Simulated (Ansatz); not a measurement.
# C2H4O2: the cost of one run

Method: RKS BLYP-D4/def2-SVP, in Ansatz 0.2.0.

## (1) The structure to begin with

Bond lengths: C1–C2 1.502 Å, C2–O3 1.200 Å, C2–O4 1.340 Å, C1–H5 1.085 Å, C1–H6 1.089 Å, C1–H7 1.086 Å, O4–H8 0.970 Å. Angles: C1–C2–O3 125.8°, C1–C2–O4 111.8°, O3–C2–O4 122.4°, C2–C1–H5 110.1°, C2–C1–H6 108.4°, C2–C1–H7 109.7°, H5–C1–H6 109.1°, H5–C1–H7 111.0°, H6–C1–H7 108.3°, C2–O4–H8 110.5°.

Coordinates:

```xyz
8

C    -0.0213    0.9338   -0.2477
C     0.2699   -0.4535    0.2487
O     1.2348   -0.7857    0.8809
O    -0.7002   -1.3149   -0.0870
H    -0.7244    0.8955   -1.0734
H    -0.4598    1.5065    0.5676
H     0.9037    1.4185   -0.5460
H    -0.5029   -2.2003    0.2568
```

## (2) Relaxing end A

Input file input.yaml:

```yaml
crystal:
  periodic: [false, false, false]
  atoms:
    - { symbol: C, position_ang: [-0.02127, 0.93384, -0.24772] }
    - { symbol: C, position_ang: [0.26994, -0.45347, 0.24869] }
    - { symbol: O, position_ang: [1.23482, -0.7857, 0.88094] }
    - { symbol: O, position_ang: [-0.70015, -1.31486, -0.08699] }
    - { symbol: H, position_ang: [-0.7244, 0.89549, -1.07337] }
    - { symbol: H, position_ang: [-0.45979, 1.50645, 0.5676] }
    - { symbol: H, position_ang: [0.90374, 1.41852, -0.54595] }
    - { symbol: H, position_ang: [-0.50288, -2.20027, 0.25679] }
basis:
  gaussian: { orbitals: def2-SVP }
hamiltonian:
  xc: blyp
  dispersion: d4
relax:
  f_tol: 0.015
  max_steps: 40
```

On the command line:

```sh
> ansatz run input.yaml --threads 1 --pin off --max-ram 2048MiB --backend cpu --events-out ev --progress --plain --runs-dir out
```

What time and memory should one allow on 1 thread of Arm Neoverse V2, shared host?

About 30 s, with a peak of 0.13 GiB.
